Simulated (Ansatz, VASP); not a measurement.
**CdSe: VASP beside Ansatz**

Contents of POSCAR:

```
CdSe
1.0
    0.0000000000      3.0677809647      3.0677809647
    3.0677809647      0.0000000000      3.0677809647
    3.0677809647      3.0677809647      0.0000000000
Cd Se
1 1
Direct
    0.0000000000      0.0000000000      0.0000000000
    0.2500000000      0.2500000000      0.2500000000
```

INCAR.step1

```
  ALGO = Normal
  EDIFF = 1E-4
  ENCUT = 520
  GGA = PE
  ISMEAR = 0
  LASPH = T
  LCHARG = F
  LREAL = F
  LWAVE = T
  NBANDS = 16
  NELM = 100
  PREC = Accurate
  SIGMA = 0.01
```

Contents of INCAR.step2:

```
  ALGO = Normal
  EDIFF = 1E-6
  ENCUT = 520
  ISIF = 2
  ISMEAR = 0
  ISTART = 1
  LASPH = T
  LCHARG = F
  LMIXTAU = T
  LREAL = F
  LWAVE = F
  METAGGA = R2SCAN
  NBANDS = 16
  NELM = 100
  PREC = Accurate
  SIGMA = 0.01
```

KPOINTS

```
k-points
0
Gamma
  6 6 6
```

Input for Ansatz:

```yaml
crystal:
  lattice:
    - [0.0, 3.0677809647, 3.0677809647]
    - [3.0677809647, 0.0, 3.0677809647]
    - [3.0677809647, 3.0677809647, 0.0]
  atoms:
    - { symbol: Cd, position: [0.0, 0.0, 0.0] }
    - { symbol: Se, position: [0.25, 0.25, 0.25] }
kpoints:
  mp_grid: { grid: [6, 6, 6] }
hamiltonian:
  xc: r2scan
scf:
  occupations: { method: fixed }
  n_extra_bands: 4
  max_iter: 85
output:
  forces: true
  stress: true
  eigenvalues: true
basis:
  ecutrho_ratio: 8
```

Alike in both runs: task single point; functional r2SCAN; k mesh 6 × 6 × 6; no spin polarisation.

|  | VASP | Ansatz |
| --- | --- | --- |
| version | VASP 6.6.1 | Ansatz 0.2.0 |
| potentials or method | VASP PAW PBE potentials, release 64 (Cd, Se) | plane waves |
| plane-wave cutoff (eV) | 520 | 500 |
| occupations | gaussian, width 0.01 eV | fixed |
| valence electrons in the cell | 18 | 36 |

Ansatz gave:

| Quantity | Value |
| --- | --- |
| gap on the k mesh at the Fermi level (eV) | 1.04 |
| pressure (GPa) | 0.0 |

Q: Which values does VASP return?

A: gap on the k mesh at the Fermi level (eV): 1.03; pressure (GPa): 0.2.

The two sets of potentials don't hold the same shells in valence.

Caveats: the PAW data sets were made with another functional, which shifts forces and pressure a little (VASP).
